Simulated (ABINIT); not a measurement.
Runs of ABINIT 10.8.3 (patched build) on CdS (Greenockite). It takes space group P6_3mc (No. 186, hexagonal). The conventional cell has a = 4.150 Å, b = 4.150 Å, c = 6.737 Å, α = 90.00°, β = 90.00°, γ = 120.00°. Around Cd (site symmetry 3m) lie 4 S at 2.53 to 2.54 Å. S (site symmetry 3m) is surrounded by 4 Cd at 2.53 to 2.54 Å. 

```csv
potentials or basis,cutoff (eV),fine-grid cutoff,gap on the mesh (eV),pressure (GPa),largest force (eV/Å)
SPMS NC PBE v1.0,599,-,1.20,2.1,0.07
PseudoDojo NC SR PBE v0.5 standard,1388,-,1.20,2.1,0.07
PseudoDojo NC SR PBE v0.4.1 standard,1442,-,1.20,2.1,0.07
JTH PAW PBE v2.0,599,1197.3 eV,1.18,2.1,0.07
SG15 NC PBE v1.2,816,-,1.20,(a),0.07
```

Alike in all rows: task single point; level PBE; no spin polarisation; cell as given; k mesh 7 × 7 × 4; smearing fermi-dirac 0.05 eV.

Q: Fill in the values left out.

A: (a) 2.2.

A k mesh can miss the band edges, and the runs leave out spin-orbit coupling on Cd.

The runs don't all hold the same shells in valence.
